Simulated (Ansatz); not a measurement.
MgTe (F-43m): phonons

Level of theory: LDA, all-electron LAPW in Ansatz 0.2.0, scalar-relativistic.

The cell is the relaxed one with its volume scaled by 0.98.

The structure is one entry of a database and needn't be the stable phase.

Command line:

```sh
ansatz run input.yaml --threads 2 --pin off --max-ram 5120MiB --backend cpu --events-out ev --progress --plain --runs-dir out
```

Input file:

```yaml
crystal:
  lattice:
    - [0.0, 3.16382009661, 3.16382009661]
    - [3.16382009661, 0.0, 3.16382009661]
    - [3.16382009661, 3.16382009661, 0.0]
  atoms:
    - { symbol: Mg, position: [0.0, 0.0, 0.0] }
    - { symbol: Te, position: [0.25, 0.25, 0.25] }
kpoints:
  mp_grid: { grid: [6, 6, 6] }
scf:
  occupations: { method: fixed }
hamiltonian:
  xc: lda
  pseudopotentials: { kind: all_electron, lapw: { basis_error: 0.001 } }
phonons:
  qmesh: [2, 2, 2]
  qpath:
    path:
      - [0.0, 0.0, 0.0]
      - [-0.5, -0.5, 0.0]
      - [-0.375, -0.375, 0.25]
      - [-0.375, 0.0, 0.375]
      - [0.0, 0.0, 0.0]
      - [0.0, 0.0, 0.5]
      - [-0.5, -0.25, 0.25]
      - [-0.5, -0.5, 0.0]
    npoints: 6
  temperatures: { t_min: 0, t_max: 1000, t_step: 100 }
```

Output:

```
Warning: RAYON_NUM_THREADS=2 ignored (pool sized by the plan → 2); use --threads N
LAPW: plane waves up to 7.758 Å⁻¹, error target 1.0e-3 eV per atom; small_component_spin mean_spin; Mg in spheres of 1.213 Å, 10 of its electrons in bands, Dirac shells []; Te in spheres of 1.445 Å, 24 of its electrons in bands, ...
Engine: ansatz 0.2.0, aarch64-unknown-linux-gnu
Pseudopotentials: kind: all_electron
Pseudopotential: Mg, LAPW, valence charge 10, lapw/all_electron/scalar/gaussian/Mg, Koelling and Harmon's equation, gaussian nucleus
Pseudopotential: Te, LAPW, valence charge 24, lapw/all_electron/scalar/gaussian/Te, Koelling and Harmon's equation, gaussian nucleus
Functional definition: SPW92
  exchange = slater_x
  correlation = pw_c
davidson cushion auto → on  (no smearing: the cushion is to keep the highest requested band from converging to the state above it; pin scf.eigensolver.cushion to override)
Crystal: 4 atoms, lattice volume = 126.676 Å³
Basis set: ecut = 229.32576264297657 eV, 1023 PW (Γ), FFT grids on a1, a2, −a1+a2+a3, exchange–correlation at level 2
Bands: 41, of which v1, the nominal top of the filled ones, is band 34 counted from 1 (33 counted from 0)
[... 129 lines left out ...]
  ASR residual: 1.076e-4 → 0.000e0 eV/Å²; symmetrization residual: 7.102e-5 eV/Å²
  largest component of a force at the reference: 5.6e-18 eV/Å
  ASR residual per site (eV/Å²): 1.08e-4 6.38e-5
  Γ frequencies (cm⁻¹): 0.00 0.00 0.00 252.20 252.20 252.20
--- Phonons (by wavevector): 3 wavevectors in 2 supercells ---
  supercell 1 (2 cells, vectors [1, 0, 0], [0, 1, -1], [0, 0, 2] in multiples of the cell's): 2 displaced members by 0.01 Å; free energy -380325.405375 eV; taken off its force constants: by the sum rule 7.8e-5, by the ...
  symmetry images taken by strict's conditions (phonons.symmetry_images: auto; settled by no image being taken that strict refuses)
  supercell 2 (2 cells, vectors [1, 0, 0], [0, 1, 0], [0, 0, 2] in multiples of the cell's): 4 displaced members by 0.01 Å; free energy -380325.405375 eV; taken off its force constants: by the sum rule 1.1e-4, by the ...
  symmetry images taken by strict's conditions (phonons.symmetry_images: auto; settled by no image being taken that strict refuses)
  q = [0.0000, 0.0000, 0.0000] (star 1, supercell 1; hermiticity 0.00e0, symmetrization 4.11e-5): -0.00 -0.00 0.00 252.20 252.20 252.20
  q = [0.0000, 0.0000, -0.5000] (star 4, supercell 2; hermiticity 5.48e-17, symmetrization 5.01e-16): 34.00 34.00 118.50 249.58 249.58 281.02
  q = [0.0000, -0.5000, -0.5000] (star 3, supercell 1; hermiticity 9.43e-17, symmetrization 2.86e-16): 47.43 47.43 123.41 243.68 243.68 292.25
  joined force constants: q→R imaginary residual 1.74e-17
  density of states and harmonic sums: on the 18×18×18 q-mesh, interpolated from the force constants of a 2×2×2 supercell (no non-analytic term)
  largest difference from the sums on the solved wave vectors: F 7.27e-2 eV, S 1.05e-4 and C_V 3.23e-5 eV/K
```

Self-consistency was reached.

### Zone-centre phonons

Harmonic phonons of a crystal by Kohn-Sham DFT at the given cell, standard atomic masses, acoustic sum rule imposed; negative wavenumbers are unstable modes; optical zone-centre levels upwards with Mulliken labels, activity, and the element with most of the kinetic energy.

- Point group: -43m

```tsv
number	phonon wavenumber (cm⁻¹)	label	infrared	raman	lead element
1	252.2	T2	yes	yes	Mg
```

### Phonons on the q mesh

One row a degenerate set, branches counted upwards.

* Unstable phonons: no

```csv
point,q a (r.l.u.),q b (r.l.u.),q c (r.l.u.),branch,phonon wavenumber (cm⁻¹),degeneracy
Gamma,0,0,0,4,252.2,3
L,0.5,0,0,1,34,2
L,0.5,0,0,3,118.5,1
L,0.5,0,0,4,249.6,2
L,0.5,0,0,6,281,1
X,0.5,0.5,0,1,47.4,2
X,0.5,0.5,0,3,123.4,1
X,0.5,0.5,0,4,243.7,2
X,0.5,0.5,0,6,292.2,1
```

### Harmonic thermodynamics

Sums over wave vectors interpolated from the q mesh.

| Item | Value |
| --- | --- |
| Zero point energy | 30.26 meV/atom |

| temperature (K) | phonon heat capacity (k_B/atom) | phonon entropy (k_B/atom) | phonon free energy (meV/atom) |
| --- | --- | --- | --- |
| 100 | 1.9 | 1.994 | 22.18 |
| 200 | 2.598 | 3.577 | -2.26 |
| 300 | 2.805 | 4.676 | -38.08 |
| 400 | 2.887 | 5.496 | -82.06 |
| 500 | 2.927 | 6.145 | -132.3 |
| 600 | 2.949 | 6.681 | -187.7 |
| 700 | 2.962 | 7.136 | -247.2 |
| 800 | 2.971 | 7.533 | -310.5 |
| 900 | 2.977 | 7.883 | -376.9 |
| 1000 | 2.981 | 8.197 | -446.2 |

Known limits: cell scaled away from its relaxed volume; this zinc-blende form is metastable at ambient conditions; no LO-TO term at the zone centre; no LO-TO term in the interpolation; coarse q mesh.

Cost: 3 min on 2 threads of Arm Neoverse V2, on a shared host, peak memory 0.57 GiB.
